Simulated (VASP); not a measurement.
MgO (Periclase): relaxation of cell and atoms with PBE

MgO (Periclase):

```
Mg O
1.0
     0.00000    2.12248    2.12248
     2.12248    0.00000    2.12248
     2.12248    2.12248    0.00000
Mg O
1 1
Direct
  0.00000 0.00000 0.00000
  0.50000 0.50000 0.50000
```

| Property | Result |
| --- | --- |
| Program | VASP 6.6.1 |
| Task | relaxation of cell and atoms |
| Functional | PBE |
| Potentials or basis | VASP PAW PBE potentials, release 64 (Mg, O) |
| Cutoff | 600 eV |
| k mesh | 12 × 12 × 12 |
| Occupations | gaussian, width 0.03 eV |
| Spin | no spin polarisation |
| Further INCAR settings | ALGO = Normal; EDIFF = 1e-07; IBRION = 2; EDIFFG = -0.005; NSW = 90; ISIF = 3 |

* Pressure after relaxing: 0.0 GPa
* Band gap on the k mesh: 4.50 eV, direct

Final structure:
```cif
data_structure
_symmetry_space_group_name_H-M 'P 1'
_symmetry_Int_Tables_number 1
_cell_length_a 3.0016
_cell_length_b 3.0016
_cell_length_c 3.0016
_cell_angle_alpha 60.000
_cell_angle_beta 60.000
_cell_angle_gamma 60.000
_cell_volume 19.12
loop_
_atom_site_label
_atom_site_type_symbol
_atom_site_fract_x
_atom_site_fract_y
_atom_site_fract_z
_atom_site_occupancy
Mg1 Mg 0.00000 0.00000 0.00000 1
O1 O 0.50000 0.50000 0.50000 1
```

Levels at points of the mesh, in eV from the valence-band top:
| k point | band 2 | band 3 | band 4 | band 5 | band 6 | band 7 |
| --- | --- | --- | --- | --- | --- | --- |
| (0.00, 0.00, 0.00) | 0.00 | 0.00 | 0.00 | 4.50 | 15.67 | 15.67 |
| (0.50, 0.00, 0.00) | -4.51 | -0.63 | -0.63 | 7.75 | 12.34 | 16.07 |
| (0.50, 0.50, 0.00) | -3.99 | -1.32 | -1.32 | 9.09 | 9.72 | 12.85 |

It used 5.1 s of CPU time on 1 thread of Intel(R) Xeon(R) Platinum 8559C (Emerald Rapids), with other jobs on the host, which was overloaded at the time.

Caveat: the relaxation stopped at its first step, so nothing moved. PBE gaps usually lie below the measured ones, often by a third to a half.
